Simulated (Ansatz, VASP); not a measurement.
NaH in VASP and in Ansatz

```
Na H
1.0
     0.00000    2.44000    2.44000
     2.44000    0.00000    2.44000
     2.44000    2.44000    0.00000
Na H
1 1
Direct
  0.00000 0.00000 0.00000
  0.50000 0.50000 0.50000
```

Alike in both runs: task single point; functional PBE; k mesh 9 × 9 × 9; occupations fermi-dirac, width 0.03 eV; no spin polarisation.

|  | VASP | Ansatz |
| --- | --- | --- |
| version | VASP 6.6.1 | Ansatz 0.2.0 |
| potentials or method | VASP PAW PBE potentials, release 64 (Na_pv, H), cutoff 520 eV | all-electron LAPW, scalar-relativistic |

Ansatz gave:

```
gap on the k mesh at the Fermi level (eV) : 4.01
pressure (GPa)                            : -0.6
```

Task: What did VASP give for the same quantities?

Result: gap on the k mesh at the Fermi level (eV): 4.01; pressure (GPa): -0.7.

Ansatz ran all-electron here, so the differences hold the error of VASP's frozen core and of both bases.

Caveats: an odd mesh through Γ misses points on the zone boundary, where band edges often lie.
